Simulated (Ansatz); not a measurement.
Runs of Ansatz 0.2.0 on Mg. It takes space group Im-3m (No. 229, cubic). Conventional cell: a = 3.546 Å, b = 3.546 Å, c = 3.546 Å, α = 90.00°, β = 90.00°, γ = 90.00°. Mg (site symmetry m-3m) has 8 Mg at 3.07 Å as nearest neighbours. This isn't the form of Mg at room conditions, which is hcp.

```csv
task,level,potentials or basis,spin,cell,k mesh,cutoff (eV),smearing,driver,optimizer,fmax,steps,filter,other keys,gap on the mesh (eV),pressure (GPa),moment (μB),relaxed volume (Å³/atom)
single point,LC-wPBE+D3(BJ),Ansatz PAW,off,as given,8 × 8 × 8,420,methfessel-paxton 0.1 eV,-,-,-,-,-,-,none,-3.1,-,-
relaxation of cell and atoms,LDA,JTH PAW LDA,"collinear, ferromagnetic start",relaxed from: volume scaled by 1.08,9 × 9 × 9,870,methfessel-paxton 0.1 eV,calculator,FIRE,0.02,30,FrechetCellFilter,-,-,0.0,0.00,21.67
single point,LC-wPBE+D3(BJ),Ansatz PAW,off,as given,8 × 8 × 8,420,methfessel-paxton 0.1 eV,calculator,-,-,-,-,-,none,-3.1,-,-
relaxation of cell and atoms,BLYP,Ansatz PAW polarizable,"collinear, program default start",relaxed,8 × 8 × 8,420,fermi-dirac 0.001 eV,calculator,BFGS,0.05,30,FrechetCellFilter,magnetization = spin_polarized True; …,-,0.1,0.00,(a)
```

Fill in the values left out.

(a) 23.28.

Caveats: the thresholds are loose for stress; pairwise dispersion overbinds metals, which lowers pressure and volume (some runs); the PAW data sets come from PBE, with cores solved anew for the run's functional, which leaves a small shift of forces and pressure (some runs); the starting moments weren't kept (some runs); the PAW data sets were made with another functional, which shifts forces and pressure a little (some runs); the potentials were made for another functional, which shifts forces and pressure (some runs).

A gap of «none» marks a metal or a gap under the smearing width.

Runs at the PBE level aren't shown here.
